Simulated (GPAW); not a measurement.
# SiC (F-43m): G0W0 with GPAW, start to end

Wanted: ground state, empty states, screening and self-energy for SiC (F-43m).

Main program and level: GPAW 26.7.0; PBE and many-body steps on it, plane waves.

**What was measured.**

- Gap 2.4 eV: Tauc optical (indirect) gap of annealed polycrystalline 3C-SiC; UV-VIS spectroscopic ellipsometry, Tauc analysis; film (CVD ultrathin polycrystalline film, annealed, about 5 nm grains) (“On-Demand CMOS-Compatible Fabrication of Ultrathin Self-Aligned SiC Nanowire Arrays”, 2018, pmc:6267454).

- Gap 2.39 eV: band gap at cryogenic temperature; bulk crystal (literature value) (quoted in “Silicon carbide diodes for neutron detection”, 2020, arxiv:2009.14696).

This is a report of a sequence of runs, with most program output left out.

## 1. The starting structure

The structure is cubic, space group F-43m (No. 216). The conventional cell has a = 4.358 Å, b = 4.358 Å, c = 4.358 Å, α = 90.00°, β = 90.00°, γ = 90.00°. Nearest to Si lie 4 C at 1.89 Å. Nearest to C lie 4 Si at 1.89 Å. Farther neighbours are not listed.

The cell and positions come from the Crystallography Open Database and are kept as given unless a step says otherwise.

## 2. Ground state

This step: GPAW 26.7.0; DFT, PBE, plane waves, PAW.

The ground-state density comes first.

The input, run.py:

```python
import json
import numpy as np
from gpaw.mpi import world
from ase import Atoms
from gpaw import GPAW, PW, FermiDirac

atoms = Atoms(['Si', 'C'],
    cell=[[0.0000000000, 2.1790000000, 2.1790000000],
      [2.1790000000, 0.0000000000, 2.1790000000],
      [2.1790000000, 2.1790000000, 0.0000000000]],
    scaled_positions=[[0.0000000000, 0.0000000000, 0.0000000000],
      [0.2500000000, 0.2500000000, 0.2500000000]],
    pbc=(True, True, True))
calc = GPAW(mode=PW(600),
    xc='PBE',
    kpts={'size': (10, 10, 10), 'gamma': True},
    occupations=FermiDirac(0.001),
    nbands=-7,
    convergence={'density': 1e-6, 'bands': -3},
    maxiter=100,
    txt='gs.txt')
atoms.calc = calc
res = {'energy': atoms.get_potential_energy()}
kpts = calc.get_ibz_k_points()
res['kpts'] = kpts
res['eigenvalues'] = [calc.get_eigenvalues(kpt=k) for k in range(len(kpts))]
res['n_electrons'] = calc.get_number_of_electrons()
calc.write('gs.gpw')

if world.rank == 0:
    with open('result.json', 'w') as f:
        json.dump(res, f, default=lambda x: x.tolist())
```

Run with:

```sh
$ mpirun -n 4 gpaw python run.py
```

Elapsed: 5.8 s, on 4 MPI ranks of Arm Neoverse V1, shared host; peak memory 0.58 GiB; 23 s of CPU time.

Numbers from this step:

```yaml
total_energy: -14.97 eV
gap: 1.350 eV
k_of_the_valence_top: 0, 0, 0
k_of_the_conduction_bottom: 0.5, 0.5, 0
least_direct_gap: 4.543 eV
```

The gap is indirect, with the least direct gap 3.19 eV higher.

## 3. Bands along the symmetry lines

The cheap functional maps the bands first; the places of the edges decide which points the dearer methods must see.

The input, run.py:

```python
import json
import numpy as np
from gpaw.mpi import world
from gpaw import GPAW

path = [[0.000000, 0.000000, 0.000000],
    [-0.062500, -0.062500, 0.000000],
    [-0.125000, -0.125000, 0.000000],
    [-0.187500, -0.187500, 0.000000],
    [-0.250000, -0.250000, 0.000000],
    [-0.312500, -0.312500, 0.000000],
    [-0.375000, -0.375000, 0.000000],
    [-0.437500, -0.437500, 0.000000],
    [-0.500000, -0.500000, 0.000000],
    [-0.484375, -0.484375, 0.031250],
    [-0.468750, -0.468750, 0.062500],
    [-0.453125, -0.453125, 0.093750],
    [-0.437500, -0.437500, 0.125000],
    [-0.421875, -0.421875, 0.156250],
    [-0.406250, -0.406250, 0.187500],
    [-0.390625, -0.390625, 0.218750],
    [-0.375000, -0.375000, 0.250000],
    [-0.375000, 0.000000, 0.375000],
    [-0.328125, 0.000000, 0.328125],
    [-0.281250, 0.000000, 0.281250],
    [-0.234375, 0.000000, 0.234375],
    [-0.187500, 0.000000, 0.187500],
    [-0.140625, 0.000000, 0.140625],
    [-0.093750, 0.000000, 0.093750],
    [-0.046875, 0.000000, 0.046875],
    [0.000000, 0.000000, 0.000000],
    [0.000000, 0.000000, 0.062500],
    [0.000000, 0.000000, 0.125000],
    [0.000000, 0.000000, 0.187500],
    [0.000000, 0.000000, 0.250000],
    [0.000000, 0.000000, 0.312500],
    [0.000000, 0.000000, 0.375000],
    [0.000000, 0.000000, 0.437500],
    [0.000000, 0.000000, 0.500000],
    [-0.062500, -0.031250, 0.468750],
    [-0.125000, -0.062500, 0.437500],
    [-0.187500, -0.093750, 0.406250],
    [-0.250000, -0.125000, 0.375000],
    [-0.312500, -0.156250, 0.343750],
    [-0.375000, -0.187500, 0.312500],
    [-0.437500, -0.218750, 0.281250],
    [-0.500000, -0.250000, 0.250000],
    [-0.500000, -0.281250, 0.218750],
    [-0.500000, -0.312500, 0.187500],
    [-0.500000, -0.343750, 0.156250],
    [-0.500000, -0.375000, 0.125000],
    [-0.500000, -0.406250, 0.093750],
    [-0.500000, -0.437500, 0.062500],
    [-0.500000, -0.468750, 0.031250],
    [-0.500000, -0.500000, 0.000000]]
calc = GPAW('gs.gpw').fixed_density(kpts=path,
    symmetry='off',
    nbands=14,
    convergence={'bands': 10},
    txt='bands.txt')
res = {}
kpts = calc.get_ibz_k_points()
res['kpts'] = kpts
res['eigenvalues'] = [calc.get_eigenvalues(kpt=k) for k in range(len(kpts))]
res['n_electrons'] = calc.get_number_of_electrons()

if world.rank == 0:
    with open('result.json', 'w') as f:
        json.dump(res, f, default=lambda x: x.tolist())
```

Run with:

```sh
$ mpirun -n 4 gpaw python run.py
```

Elapsed: 5.4 s, on 4 MPI ranks; peak memory 0.6 GiB; 21 s of CPU time.

Numbers from this step:

| Quantity | Value |
| --- | --- |
| gap | 1.350 eV |
| k of the valence top | 0, 0, 0 |
| k of the conduction bottom | -0.5, -0.5, 0 |
| least direct gap | 4.543 eV |

The gap is 1.350 eV, as in the run before at this level.

The electronic bands at the labelled points (eV, zero at the top of the highest filled band; v1 is the highest filled band, c1 the lowest empty one):

```tsv
point	v4	v3	v2	v1	c1	c2	c3	c4
Γ	-15.41	0.00	0.00	0.00	6.26	7.30	7.30	7.30
halfway	-13.82	-3.35	-1.94	-1.94	4.05	6.34	10.59	10.59
X	-10.39	-7.80	-3.19	-3.19	1.35	4.31	14.03	14.03
halfway	-10.34	-7.64	-4.23	-3.04	2.09	5.30	13.35	13.57
U	-10.39	-7.28	-5.55	-2.60	3.10	7.77	11.85	12.47
jump to K	-10.39	-7.28	-5.55	-2.60	3.10	7.77	11.85	12.47
halfway	-13.64	-4.48	-2.93	-0.54	6.77	7.85	8.25	9.07
Γ	-15.41	0.00	0.00	0.00	6.26	7.30	7.30	7.30
halfway	-14.22	-4.30	-0.61	-0.61	5.99	7.90	7.90	9.38
L	-11.84	-8.55	-1.05	-1.05	5.43	7.22	7.22	10.08
halfway	-11.20	-7.84	-3.71	-2.26	5.24	7.28	10.16	11.01
W	-10.16	-7.03	-5.00	-4.70	5.21	9.45	9.47	9.77
halfway	-10.28	-7.49	-4.07	-4.05	3.05	6.00	11.96	13.34
X	-10.39	-7.80	-3.19	-3.19	1.35	4.31	14.03	14.03
```

## 4. Empty states on the mesh, 6×6×6 mesh, 96 bands

The sums over transitions need many empty states on a uniform mesh; this step solves for them.

The input, run.py:

```python
import json
import numpy as np
from gpaw.mpi import world
from gpaw import GPAW

calc = GPAW('gs.gpw').fixed_density(kpts={'size': (6, 6, 6), 'gamma': True},
    parallel={'domain': 1, 'band': 1},
    txt='nscf.txt')
calc.diagonalize_full_hamiltonian(nbands=96)
calc.write('full.gpw', mode='all')
res = {}
kpts = calc.get_ibz_k_points()
res['kpts'] = kpts
res['eigenvalues'] = [calc.get_eigenvalues(kpt=k) for k in range(len(kpts))]
res['n_electrons'] = calc.get_number_of_electrons()

if world.rank == 0:
    with open('result.json', 'w') as f:
        json.dump(res, f, default=lambda x: x.tolist())
```

Run with:

```sh
$ mpirun -n 4 gpaw python run.py
```

Wall time 6 s (4 MPI ranks); peak memory 0.7 GiB; 24 s of CPU time.

Numbers from this step:

```
gap                                                           : 1.350 eV
k of the valence top                                          : 0, 0, 0
k of the conduction bottom                                    : 0.5, 0.5, 0
least direct gap                                              : 4.543 eV
k points computed                                             : 16
lowest point of the top converged band, above the valence top : 138.8941 eV
```

On this mesh the gap is 1.350 eV.

## 5. Screening and self-energy, 6×6×6 mesh, 86 bands, screening to 150 eV

Now the one-shot GW correction: screening in the RPA, then the self-energy of the levels asked for.

This step: G0W0 on PBE, plane waves, PAW.

The input, run.py:

```python
import json
import numpy as np
from gpaw.mpi import world
from gpaw.response.g0w0 import G0W0

gw = G0W0('full.gpw',
    filename='gw',
    kpts=[0, 12],
    bands=(2, 6),
    ecut=150,
    nbands=86,
    integrate_gamma='WS',
    ppa=True)
gw.calculate()
res = {mode: {k: v for k, v in r.items() if k != 'sigma_eskwn'}
       for mode, r in gw.all_results.items()}

if world.rank == 0:
    with open('result.json', 'w') as f:
        json.dump(res, f, default=lambda x: x.tolist())
```

Run with:

```sh
$ mpirun -n 4 gpaw python run.py
```

Elapsed: 41 s, on 4 MPI ranks; peak memory 1 GiB; 2.8 min of CPU time.

Numbers from this step:

- G0W0 gap on the points computed: 2.130 eV
- least direct G0W0 gap on the computed points: 5.600 eV
- Z at the valence top: 0.7971
- Z at the conduction bottom: 0.8242
- starting gap on the mesh: 1.350 eV
- k of the valence top: 0, 0, 0
- k of the conduction bottom: 0.5, 0.5, 0

The gap on the mesh goes from 1.35 eV to 2.13 eV, a correction of +0.78 eV.

Limits: finite bands, cutoff and mesh. v1 is the top filled band, c1 the lowest empty one. The levels before and after the correction (eV, zero at the valence-band top of each column):

```tsv
	conduction bottom	valence top
Kohn-Sham	1.35	0.00
G0W0	2.13	0.00
```

```tsv
	level	energy (eV)
Kohn-Sham	Γ v2-v1	0.000
Kohn-Sham	Γ c1	6.261
Kohn-Sham	Γ c2	7.301
Kohn-Sham	(0.5 0.5 0) v2-v1	-3.192
Kohn-Sham	(0.5 0.5 0) c1	1.350
Kohn-Sham	(0.5 0.5 0) c2	4.314
G0W0	Γ v2-v1	0.000
G0W0	Γ c1	7.357
G0W0	Γ c2	8.485
G0W0	(0.5 0.5 0) v2-v1	-3.470
G0W0	(0.5 0.5 0) c1	2.130
G0W0	(0.5 0.5 0) c2	5.279
```

## 6. Where the time went

Times are wall times on 4 MPI ranks of Arm Neoverse V1, shared host, good to a factor of about two.

```tsv
step	time	share	memory (GiB)
ground state	5.8 s	10 %	0.58
bands along the symmetry lines	5.4 s	9 %	0.6
empty states on the mesh	6 s	10 %	0.7
screening and self-energy	41 s	71 %	1.0
```

## 7. Summary of results

```yaml
pbe_gap: 1.35 eV, indirect
g0w0_gap_on_the_mesh: 2.13 eV
gw_settings: 6×6×6 mesh, 86 bands, screening to 150 eV, Godby-Needs plasmon pole
known_limits: not at the basis limit
```

G0W0 moves the gap on the mesh from 1.35 eV to 2.13 eV (+0.78 eV), with Z of 0.80 and 0.82 at the edges. Only 2 of the mesh's irreducible points were corrected, so a valley elsewhere could overtake. The dearest step here is «screening and self-energy». Against experiment, by G0W0@PBE: the gap of 2.13 eV lies −0.27 eV from the measured 2.4 eV (indirect, 2018); the gap of 2.13 eV lies −0.26 eV from the measured 2.39 eV (kind not stated, quoted 2020). The calculation has static nuclei and no excitons; a measured gap holds zero-point and thermal motion, which mostly lowers it. Bands and cutoff are finite, so the gap is not at the basis limit. The miss can reach some tenths of an eV and take either sign; the mesh is an error of its own. These stock PAW sets were not made for GW. In the G0W0 run levels were corrected at 2 k points alone, so a gap called «on the mesh» is the least over those, and an edge elsewhere would be missed.

[Paths, hosts, dates, memory and timing lines, banners, echoed tables and standing remarks are left out of the program output.]

[Logs are printed without paths, hosts, clocks, repeated set-up lines and the standing remarks that a program may print on its own settings, such as how far it seeks lower states.]

[Runs of the session that timed out or met a known fault of the program may be left out.]

[Hosts, paths, dates, database ids (printed as entryN), source tags and the programs' standing remarks are cut or masked in the printed files.]
